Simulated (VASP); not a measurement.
# InP in VASP: how settings move the r2SCAN single point

The r2SCAN single point of InP in the zincblende structure, under -1.0 % equal strain in all directions is repeated with altered inputs. Which of them can be trusted?

The runs shown are made with VASP 6.6.1. PAW datasets, plane waves. Computed at 0 K without zero-point motion; spin polarisation is off.

**1. Starting point**

The cell comes from an earlier relaxation with r2SCAN in another program.

It is cubic, F-43m (No. 216); conventional cell a = 5.848 Å, 25.01 Å³ an atom. Near In stand 4 P at 2.53 Å; near P stand 4 In at 2.53 Å.

As a file:

```cif
data_structure
_symmetry_space_group_name_H-M 'P 1'
_symmetry_Int_Tables_number 1
_cell_length_a 4.1355
_cell_length_b 4.1355
_cell_length_c 4.1355
_cell_angle_alpha 60.000
_cell_angle_beta 60.000
_cell_angle_gamma 60.000
_cell_volume 50.01
loop_
_atom_site_label
_atom_site_type_symbol
_atom_site_fract_x
_atom_site_fract_y
_atom_site_fract_z
_atom_site_occupancy
In1 In 0.00000 0.00000 0.00000 1
P1 P 0.25000 0.25000 0.25000 1
```

**2. Reference**

Input file INCAR:

```
ENCUT = 520.000000
SIGMA = 0.010000
EDIFF = 1.00e-07
ALGO = Normal
METAGGA = R2SCAN
PREC = Accurate
IBRION = -1
ISIF = 2
ISMEAR = 0
NBANDS = 16
NELM = 120
NSW = 0
LASPH = .TRUE.
LCHARG = .TRUE.
LELF = .TRUE.
LWAVE = .FALSE.
LREAL = .FALSE.
```

Input file KPOINTS:

```
KPOINTS created by Atomic Simulation Environment
0
Gamma
8 8 8
0 0 0
```

Input file POSCAR:

```
In P
 1.0000000000000000
     0.0000000000000000    2.9242497584999998    2.9242497584999998
     2.9242497584999998    0.0000000000000000    2.9242497584999998
     2.9242497584999998    2.9242497584999998    0.0000000000000000
 In  P
   1   1
Cartesian
  0.0000000000000000  0.0000000000000000  0.0000000000000000
  1.4621248792499999  1.4621248792499999  1.4621248792499999
```

A file KPOINTS_OPT adds named points for the levels; it doesn't enter the self-consistent loop.

Potentials: the recommended PBE PAW datasets, 18 valence electrons.

Run with:

```console
> mpirun -np 1 vasp_std
```

The closing lines of the self-consistent loop in OSZICAR:

```text
DAV:  12    -0.322879146436E+02    0.44271E-05   -0.26967E-05  1160   0.689E-02    0.420E-02
DAV:  13    -0.322879139197E+02    0.72389E-06   -0.27027E-06  1200   0.115E-02    0.221E-02
DAV:  14    -0.322879140034E+02   -0.83663E-07   -0.84645E-08   888   0.391E-03
   1 F= -.32287914E+02 E0= -.32287914E+02  d E =-.106419E-12
```

Wall time 74 s (1 MPI rank of Intel Xeon Platinum 8488C, shared host); peak memory 0.19 GiB.

It gives: energy (σ→0) -32.2879 eV, pressure 2.07 GPa, gap on the mesh 1.21 eV.

**3. Variant 1**

Input file INCAR:

```
ENCUT = 520.000000
SIGMA = 0.010000
EDIFF = 1.00e-07
ALGO = Normal
PREC = Accurate
IBRION = -1
ISIF = 2
ISMEAR = 0
NBANDS = 16
NSW = 0
LASPH = .TRUE.
LCHARG = .FALSE.
LWAVE = .FALSE.
LREAL = .FALSE.
ISYM = 1
METAGGA = MBJ
NELM = 52
```

KPOINTS is that of step 2.

POSCAR is that of step 2.

Run with:

```console
> mpirun -np 1 vasp_std
```

Printed to the terminal (iteration lines stand in OSZICAR):

```text
POSCAR found type information on POSCAR InP
 POSCAR found :  2 types and       2 ions
 -----------------------------------------------------------------------------
|                                                                             |
|                                                                             |
|     You enforced a specific xc type in the INCAR file but a different       |
|     I HOPE YOU KNOW WHAT YOU ARE DOING!                                     |
|                                                                             |
 -----------------------------------------------------------------------------

 LDA part: xc-table for (None), standard interpolation
 POSCAR, INCAR and KPOINTS ok, starting setup
 FFT: planning ... GRIDC
 FFT: planning ... GRID_SOFT
 FFT: planning ... GRID
 WAVECAR not read
 entering main loop
 -----------------------------------------------------------------------------
|                                                                             |
|           W    W    AA    RRRRR   N    N  II  N    N   GGGG   !!!           |
|           W    W   A  A   R    R  NN   N  II  NN   N  G    G  !!!           |
|           W    W  A    A  R    R  N N  N  II  N N  N  G       !!!           |
|           W WW W  AAAAAA  RRRRR   N  N N  II  N  N N  G  GGG   !            |
|           WW  WW  A    A  R   R   N   NN  II  N   NN  G    G                |
|           W    W  A    A  R    R  N    N  II  N    N   GGGG   !!!           |
|                                                                             |
|     The electronic self-consistency was not achieved in the given           |
|     number of steps (NELM). The forces and other quantities evaluated       |
|     might not be reliable so examine the results carefully. If you find     |
|     spurious results, we suggest increasing NELM, if you were close to      |
|     convergence or switching to a different ALGO or adjusting the           |
|     density mixing parameters otherwise.                                    |
|                                                                             |
 -----------------------------------------------------------------------------
```

OSZICAR:

```text
N       E                     dE             d eps       ncg     rms          rms(c)
DAV:   1     0.425752012460E+03    0.42575E+03   -0.84192E+03   928   0.125E+03
DAV:   2     0.313513986399E+03   -0.11224E+03   -0.10738E+03  1040   0.288E+02
DAV:   3     0.306846038547E+03   -0.66679E+01   -0.66387E+01  1192   0.715E+01
DAV:   4     0.306651106785E+03   -0.19493E+00   -0.19487E+00  1296   0.124E+01
DAV:   5     0.306645741819E+03   -0.53650E-02   -0.53649E-02  1352   0.168E+00    0.110E+01
DAV:   6     0.307568293259E+03    0.92255E+00   -0.61762E+00  1168   0.592E+01    0.378E+00
DAV:   7     0.307883859999E+03    0.31557E+00   -0.88964E-01  1216   0.106E+01    0.314E+00
DAV:   8     0.307982035333E+03    0.98175E-01   -0.17419E-01  1248   0.399E+00    0.186E+00
DAV:   9     0.308295148220E+03    0.31311E+00   -0.54064E-02  1056   0.144E+00    0.519E-01
DAV:  10     0.308372650487E+03    0.77502E-01   -0.28052E-02  1280   0.190E+00    0.659E-01
[... 32 lines left out ...]
DAV:  43     0.308555527617E+03   -0.51066E-03   -0.89919E-08   768   0.186E-03    0.325E-02
DAV:  44     0.308554541792E+03   -0.98582E-03   -0.45653E-07  1056   0.333E-03    0.288E-02
DAV:  45     0.308552180948E+03   -0.23608E-02   -0.26277E-06   992   0.768E-03    0.201E-02
DAV:  46     0.308550569289E+03   -0.16117E-02   -0.20199E-06  1256   0.949E-03    0.170E-02
DAV:  47     0.308548775214E+03   -0.17941E-02   -0.15336E-06  1032   0.690E-03    0.113E-02
DAV:  48     0.308547464216E+03   -0.13110E-02   -0.12466E-06  1256   0.725E-03    0.843E-03
DAV:  49     0.308546349246E+03   -0.11150E-02   -0.60824E-07  1112   0.485E-03    0.517E-03
DAV:  50     0.308545772878E+03   -0.57637E-03   -0.27294E-07  1272   0.382E-03    0.392E-03
DAV:  51     0.308545244352E+03   -0.52853E-03   -0.93079E-08   704   0.176E-03    0.172E-03
DAV:  52     0.308545016373E+03   -0.22798E-03   -0.56931E-08   616   0.165E-03
   1 F= 0.30854502E+03 E0= 0.30854502E+03  d E =-.359424E-34
```

Parts of OUTCAR:

```text
k-points           NKPTS =     29   k-points in BZ     NKDIM =     29   number of bands    NBANDS=     16

   NELECT =      18.0000    total number of electrons

   dimension x,y,z NGX =    32 NGY =   32 NGZ =   32
   dimension x,y,z NGXF=    64 NGYF=   64 NGZF=   64

  energy-cutoff  :      520.00
  volume of cell :       50.01
      direct lattice vectors                 reciprocal lattice vectors
     0.000000000  2.924249758  2.924249758    -0.170984027  0.170984027  0.170984027
     2.924249758  0.000000000  2.924249758     0.170984027 -0.170984027  0.170984027
     2.924249758  2.924249758  0.000000000     0.170984027  0.170984027 -0.170984027

 k-points in reciprocal lattice and weights: KPOINTS created by Atomic Simulation Env
   0.00000000  0.00000000  0.00000000       0.002
   0.12500000  0.00000000  0.00000000       0.016
   0.25000000  0.00000000  0.00000000       0.016
   0.37500000  0.00000000  0.00000000       0.016
   0.50000000  0.00000000  0.00000000       0.008
   0.12500000  0.12500000  0.00000000       0.012
   0.25000000  0.12500000  0.00000000       0.047
   0.37500000  0.12500000  0.00000000       0.047
[... 21 more k-points ...]

 E-fermi :   5.2392

 k-point     1 :       0.0000    0.0000    0.0000
  band No.  band energies     occupation
      1      -9.3306      2.00000
      2      -9.3306      2.00000
      3      -9.3304      2.00000
      4      -9.1417      2.00000
      5      -9.1417      2.00000
      6      -6.1879      2.00000
      7       5.1561      2.00000
      8       5.1561      2.00000
      9       5.1562      2.00000
     10       6.8564      0.00000
     11       9.8950      0.00000
     12       9.8950      0.00000
     13       9.8960      0.00000
     14      14.7625      0.00000
     15      14.9931      0.00000
     16      14.9931      0.00000

 k-point     2 :       0.1250    0.0000    0.0000
  band No.  band energies     occupation
      1      -9.3470      2.00000
      2      -9.3235      2.00000
      3      -9.3233      2.00000
      4      -9.1416      2.00000
      5      -9.1416      2.00000
      6      -6.0133      2.00000
      7       3.8733      2.00000
      8       4.9879      2.00000
      9       4.9881      2.00000
     10       7.6133      0.00000
     11      10.0335      0.00000
     12      10.1628      0.00000
     13      10.1635      0.00000
     14      14.4155      0.00000
     15      14.4156      0.00000
     16      15.4917      0.00000

 k-point     3 :       0.2500    0.0000    0.0000
  band No.  band energies     occupation
      1      -9.3852      2.00000
      2      -9.3075      2.00000
      3      -9.3074      2.00000
      4      -9.1399      2.00000
      5      -9.1398      2.00000
      6      -5.5269      2.00000
      7       2.0122      2.00000
      8       4.6423      2.00000
      9       4.6426      2.00000
     10       7.7807      0.00000
     11      10.5734      0.00000
     12      10.5739      0.00000
     13      11.1399      0.00000
     14      14.2142      0.00000
     15      14.2142      0.00000
     16      15.1944      0.00000

[... the tables of k-points 4 to 29 left out ...]

  Total      -70.5486730    -70.5486730    -70.5486730     -0.0000000      0.0000000     -0.0000000
  in kB    -2260.0916352  -2260.0916352  -2260.0916352     -0.0000000      0.0000000     -0.0000000
  external PRESSURE =   -2260.0916352 kB  Pullay stress =       0.0000000 kB

 POSITION                                       TOTAL-FORCE (eV/Angst)
 -----------------------------------------------------------------------------------
      0.00000      0.00000      0.00000         0.000000      0.000000      0.000000
      1.46212      1.46212      1.46212        -0.000000     -0.000000     -0.000000
 -----------------------------------------------------------------------------------
    total drift:                                0.000085      0.000085      0.000085

  FREE ENERGIE OF THE ION-ELECTRON SYSTEM (eV)
  ---------------------------------------------------
  free  energy   TOTEN  =       308.5450163725 eV

  energy  without entropy=      308.5450163725  energy(sigma->0) =      308.54501637
```

Wall time 2.3 min (1 MPI rank of Intel Xeon Platinum 8488C, shared host); peak memory 0.19 GiB.

Changed: ISYM = 1, METAGGA = MBJ, NELM = 52. It does not converge. The functional is now the modified Becke-Johnson potential, on datasets made with PBE. It is a potential without an energy, so only its levels mean something.

**4. Variant 2**

Changes to INCAR since step 2:

```diff
@@ -10,8 +10,8 @@
 NBANDS = 16
-NELM = 120
 NSW = 0
 LASPH = .TRUE.
-LCHARG = .TRUE.
-LELF = .TRUE.
+LCHARG = .FALSE.
 LWAVE = .FALSE.
 LREAL = .FALSE.
+NELMDL = -8
+NELM = 75
```

KPOINTS is that of step 2.

POSCAR is that of step 2.

Run with:

```console
> mpirun -np 1 vasp_std
```

Standard output, without the iteration lines:

```text
POSCAR found type information on POSCAR InP
 POSCAR found :  2 types and       2 ions
 -----------------------------------------------------------------------------
|                                                                             |
|                                                                             |
|     You enforced a specific xc type in the INCAR file but a different       |
|     I HOPE YOU KNOW WHAT YOU ARE DOING!                                     |
|                                                                             |
 -----------------------------------------------------------------------------

 LDA part: xc-table for (None), standard interpolation
 POSCAR, INCAR and KPOINTS ok, starting setup
 FFT: planning ... GRIDC
 FFT: planning ... GRID_SOFT
 FFT: planning ... GRID
 WAVECAR not read
 entering main loop
```

OSZICAR:

```text
N       E                     dE             d eps       ncg     rms          rms(c)
DAV:   1     0.882916236629E+02    0.88292E+02   -0.87729E+03   928   0.129E+03
DAV:   2    -0.283100881965E+02   -0.11660E+03   -0.11164E+03  1048   0.302E+02
DAV:   3    -0.356741410977E+02   -0.73641E+01   -0.73325E+01  1184   0.763E+01
DAV:   4    -0.358848234375E+02   -0.21068E+00   -0.21062E+00  1288   0.135E+01
DAV:   5    -0.358927686565E+02   -0.79452E-02   -0.79451E-02  1304   0.217E+00
DAV:   6    -0.358930494147E+02   -0.28076E-03   -0.28076E-03  1352   0.371E-01
DAV:   7    -0.358930575596E+02   -0.81450E-05   -0.81449E-05  1320   0.596E-02
DAV:   8    -0.358930576580E+02   -0.98403E-07   -0.98389E-07  1296   0.735E-03    0.764E+00
DAV:   9    -0.322963466009E+02    0.35967E+01   -0.16354E+00  1136   0.286E+01    0.400E+00
DAV:  10    -0.322778845351E+02    0.18462E-01   -0.27524E-01  1184   0.390E+00    0.253E+00
DAV:  11    -0.322864833594E+02   -0.85988E-02   -0.16977E-02  1216   0.117E+00    0.113E+00
DAV:  12    -0.322878534173E+02   -0.13701E-02   -0.21686E-03  1104   0.384E-01    0.887E-02
DAV:  13    -0.322878849139E+02   -0.31497E-04   -0.39942E-04  1224   0.212E-01    0.117E-01
DAV:  14    -0.322879172446E+02   -0.32331E-04   -0.44480E-05  1360   0.477E-02    0.784E-02
DAV:  15    -0.322879149970E+02    0.22476E-05   -0.25126E-05  1128   0.643E-02    0.430E-02
DAV:  16    -0.322879139408E+02    0.10562E-05   -0.29879E-06  1264   0.162E-02    0.249E-02
DAV:  17    -0.322879139951E+02   -0.54314E-07   -0.13297E-07   976   0.529E-03
   1 F= -.32287914E+02 E0= -.32287914E+02  d E =-.106826E-12
```

From OUTCAR:

```text
k-points           NKPTS =     29   k-points in BZ     NKDIM =     29   number of bands    NBANDS=     16

   NELECT =      18.0000    total number of electrons

   dimension x,y,z NGX =    32 NGY =   32 NGZ =   32
   dimension x,y,z NGXF=    64 NGYF=   64 NGZF=   64

  energy-cutoff  :      520.00
  volume of cell :       50.01
      direct lattice vectors                 reciprocal lattice vectors
     0.000000000  2.924249758  2.924249758    -0.170984027  0.170984027  0.170984027
     2.924249758  0.000000000  2.924249758     0.170984027 -0.170984027  0.170984027
     2.924249758  2.924249758  0.000000000     0.170984027  0.170984027 -0.170984027

 k-points in reciprocal lattice and weights: KPOINTS created by Atomic Simulation Env
   0.00000000  0.00000000  0.00000000       0.002
   0.12500000  0.00000000  0.00000000       0.016
   0.25000000  0.00000000  0.00000000       0.016
   0.37500000  0.00000000  0.00000000       0.016
   0.50000000  0.00000000  0.00000000       0.008
   0.12500000  0.12500000  0.00000000       0.012
   0.25000000  0.12500000  0.00000000       0.047
   0.37500000  0.12500000  0.00000000       0.047
[... 21 more k-points ...]

 E-fermi :   5.1272

 k-point     1 :       0.0000    0.0000    0.0000
  band No.  band energies     occupation
      1      -9.5853      2.00000
      2      -9.5853      2.00000
      3      -9.5853      2.00000
      4      -9.4023      2.00000
      5      -9.4023      2.00000
      6      -6.9630      2.00000
      7       5.0830      2.00000
      8       5.0830      2.00000
      9       5.0830      2.00000
     10       6.2896      0.00000
     11       9.5238      0.00000
     12       9.5238      0.00000
     13       9.5238      0.00000
     14      14.2430      0.00000
     15      15.0150      0.00000
     16      15.0150      0.00000

 k-point     2 :       0.1250    0.0000    0.0000
  band No.  band energies     occupation
      1      -9.6079      2.00000
      2      -9.5770      2.00000
      3      -9.5770      2.00000
      4      -9.4022      2.00000
      5      -9.4022      2.00000
      6      -6.7722      2.00000
      7       3.5860      2.00000
      8       4.8894      2.00000
      9       4.8894      2.00000
     10       7.1603      0.00000
     11       9.6962      0.00000
     12       9.8147      0.00000
     13       9.8147      0.00000
     14      14.3564      0.00000
     15      14.3564      0.00000
     16      15.0408      0.00000

 k-point     3 :       0.2500    0.0000    0.0000
  band No.  band energies     occupation
      1      -9.6587      2.00000
      2      -9.5590      2.00000
      3      -9.5590      2.00000
      4      -9.3996      2.00000
      5      -9.3996      2.00000
      6      -6.2417      2.00000
      7       1.5831      2.00000
      8       4.5009      2.00000
      9       4.5009      2.00000
     10       7.2848      0.00000
     11      10.2515      0.00000
     12      10.2516      0.00000
     13      10.8611      0.00000
     14      14.1365      0.00000
     15      14.1365      0.00000
     16      14.7487      0.00000

[... the tables of k-points 4 to 29 left out ...]

  Total        0.6470976      0.6470976      0.6470976      0.0000000      0.0000000     -0.0000000
  in kB       20.7303677     20.7303677     20.7303677      0.0000000      0.0000000     -0.0000000
  external PRESSURE =      20.7303677 kB  Pullay stress =       0.0000000 kB

 POSITION                                       TOTAL-FORCE (eV/Angst)
 -----------------------------------------------------------------------------------
      0.00000      0.00000      0.00000         0.000000      0.000000      0.000000
      1.46212      1.46212      1.46212        -0.000000     -0.000000     -0.000000
 -----------------------------------------------------------------------------------
    total drift:                               -0.000002     -0.000002     -0.000002

  FREE ENERGIE OF THE ION-ELECTRON SYSTEM (eV)
  ---------------------------------------------------
  free  energy   TOTEN  =       -32.2879139951 eV

  energy  without entropy=      -32.2879139951  energy(sigma->0) =      -32.28791400
```

Run time: 74 s. Hardware: 1 MPI rank of Intel Xeon Platinum 8488C, shared host; peak memory 0.19 GiB.

Changed: NELMDL = -8, NELM = 75. VASP runs to the end. Against the reference the energy moves by less than 0.1 meV/atom. The route differs and the result agrees.

**5. Side by side**

| run | changed | ending | energy change (meV/atom) | pressure (GPa) | gap on the mesh (eV; negative: overlap) | electronic steps | time | usable |
| --- | --- | --- | --- | --- | --- | --- | --- | --- |
| ref. | – | converged | 0 | 2.1 | 1.21 | 14 | 74 s | yes |
| 1 | ISYM = 1, METAGGA = MBJ, NELM = 52 | not converged | – | – | – | 52 | 2.3 min | no |
| 2 | NELMDL = -8, NELM = 75 | converged | 0.0 | 2.1 | 1.21 | 17 | 74 s | yes |

**Reading.** Of 2 altered inputs, 1 gave no result, 1 gave usable results.
